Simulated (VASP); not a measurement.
Here is a VASP 6.6.1 calculation.

File INCAR:

```
SYSTEM = Pb
PREC     = Accurate       ! precision mode
ENCUT    = 600            ! plane-wave cutoff, eV
EDIFF    = 1E-6           ! SCF threshold, eV
ISMEAR   = 1              ! smearing method
SIGMA    = 0.1            ! smearing width, eV
LREAL    = .FALSE.        ! projectors in reciprocal space
LASPH    = .TRUE.         ! aspherical terms in the spheres
NELM     = 120            ! most SCF steps
ALGO     = Normal         ! electronic algorithm
ISIF     = 3              ! what is computed and relaxed
LWAVE    = .FALSE.        ! write WAVECAR
LCHARG   = .FALSE.        ! write CHGCAR
GGA      = PE             ! functional
IVDW     = 12             ! dispersion correction
IBRION   = 2              ! ionic algorithm
NSW      = 60             ! ionic steps
EDIFFG   = -0.005         ! ionic threshold
```

KPOINTS

```
regular mesh
0
G
  14 14 14
  0 0 0
```

The input POSCAR:

```
Pb
1.0
    0.0000000000      2.4650000000      2.4650000000
    2.4650000000      0.0000000000      2.4650000000
    2.4650000000      2.4650000000      0.0000000000
Pb
1
Direct
    0.0000000000      0.0000000000      0.0000000000
```

Potentials or basis: VASP PAW PBE potentials, release 64 (Pb_d).

Run with:

```bash
$ cat potpaw_PBE.64/Pb_d/POTCAR > POTCAR
$ mpirun -np 1 vasp_std > vasp.out
```

(1) Predict the band gap on the k mesh.

(2) What does it give for the space group after relaxing (to 0.05 Å)?

(3) Predict the relaxed volume.

Results:

(1) none (metal or under the smearing width).

(2) Fm-3m (No. 225).

(3) 30.47 Å³/atom.

Caveat: pairwise dispersion overbinds metals, which lowers pressure and volume.
